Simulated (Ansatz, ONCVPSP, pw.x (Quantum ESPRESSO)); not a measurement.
# What a changed setting does to a pw.x run (sc P)

Potential: optimised norm-conserving Vanderbilt (ONCV), ONCVPSP 4.0.1.1 (patched build), PBE; core [Ne], reference 3s1.75 3p3.25; waves: 3s: rc 1.70 bohr, ncon 4, nbas 7, qcut 5.9 1/bohr, 1 projector; 3p: rc 1.30 bohr, ncon 3, nbas 6, qcut 7.7 1/bohr, 2 projectors, debl 3.6 Ha; d scattering state at 0.25 Ha: rc 1.40 bohr, ncon 3, nbas 7, qcut 8.9 1/bohr, 3 projectors, debl 0.6 Ha; local part: polynomial inside 1.25 bohr (lpopt 5, dvloc0 -1 Ha); core correction: none.

The reference run (k-mesh 13³, cutoffs 65/260 Ry, Fermi–Dirac 0.01 Ry, mixing_beta 0.4, conv_thr 1e-9, no spin) gives 0.01 GPa at 14.621 Å³/atom, where all-electron LAPW gives 0.27 GPa. This run, with its own iteration cap, changes k-mesh shift to 1.

```
&control
  calculation='scf', prefix='x', pseudo_dir='./', outdir='./tmp', tstress=.true., disk_io='none'
/
&system
  ibrav=0, nat=1, ntyp=1, ecutwfc=65, ecutrho=260, nbnd=9,
  occupations='smearing', smearing='fd', degauss=0.01
/
&electrons
  conv_thr=1e-09, mixing_beta=0.4, electron_maxstep=60
/
ATOMIC_SPECIES
P 1.0 P.UPF
CELL_PARAMETERS angstrom
  2.44526365 0.00000000 0.00000000
  0.00000000 2.44526365 0.00000000
  0.00000000 0.00000000 2.44526365
ATOMIC_POSITIONS crystal
P 0.0000 0.0000 0.0000
K_POINTS automatic
13 13 13 1 1 1
```

```bash
pw.x < P.scf.in > P.scf.out
```

Task: How does the run end?

Result: It converges in 6 iterations; the free energy moves by +3.7 meV/atom and the pressure by +0.15 GPa.

```
Message from routine setup:
     using ibrav=0 with symmetry is DISCOURAGED, use correct ibrav instead
     lattice parameter (alat)  =       4.6209  a.u.
     unit-cell volume          =      98.6674 (a.u.)^3
     number of electrons       =         5.00
     number of Kohn-Sham states=            9
     kinetic-energy cutoff     =      65.0000  Ry
     charge density cutoff     =     260.0000  Ry
     scf convergence threshold =      1.0E-09
     Exchange-correlation= PBE
     number of k points=    84  Fermi-Dirac smearing, width (Ry)=  0.0100
     iteration #  1     ecut=    65.00 Ry     beta= 0.40
     total energy              =     -13.19175039 Ry
     estimated scf accuracy    <       0.00581322 Ry
     iteration #  2     ecut=    65.00 Ry     beta= 0.40
     total energy              =     -13.19186108 Ry
     estimated scf accuracy    <       0.00201492 Ry
     iteration #  3     ecut=    65.00 Ry     beta= 0.40
     total energy              =     -13.19188827 Ry
     estimated scf accuracy    <       0.00000864 Ry
     iteration #  4     ecut=    65.00 Ry     beta= 0.40
     total energy              =     -13.19188902 Ry
     estimated scf accuracy    <       0.00000031 Ry
     iteration #  5     ecut=    65.00 Ry     beta= 0.40
     total energy              =     -13.19188908 Ry
     estimated scf accuracy    <          8.5E-09 Ry
     iteration #  6     ecut=    65.00 Ry     beta= 0.40
     the Fermi energy is    10.9196 ev
!    total energy              =     -13.19188908 Ry
     estimated scf accuracy    <          6.3E-10 Ry
     smearing contrib. (-TS)   =      -0.00157167 Ry
     The total energy is F=E-TS. E is the sum of the following terms:
     one-electron contribution =       5.15656878 Ry
     hartree contribution      =       0.42394564 Ry
     xc contribution           =      -3.42040973 Ry
     ewald contribution        =     -15.35042210 Ry
     convergence has been achieved in   6 iterations
          total   stress  (Ry/bohr**3)                   (kbar)     P=        1.59
     Message from routine punch:
     Nothing written, as per user request (disk_io='none')
```

The run took about 9.8 s on one core of a shared host (Neoverse-N1, 64 threads, 124 GiB, load 57).
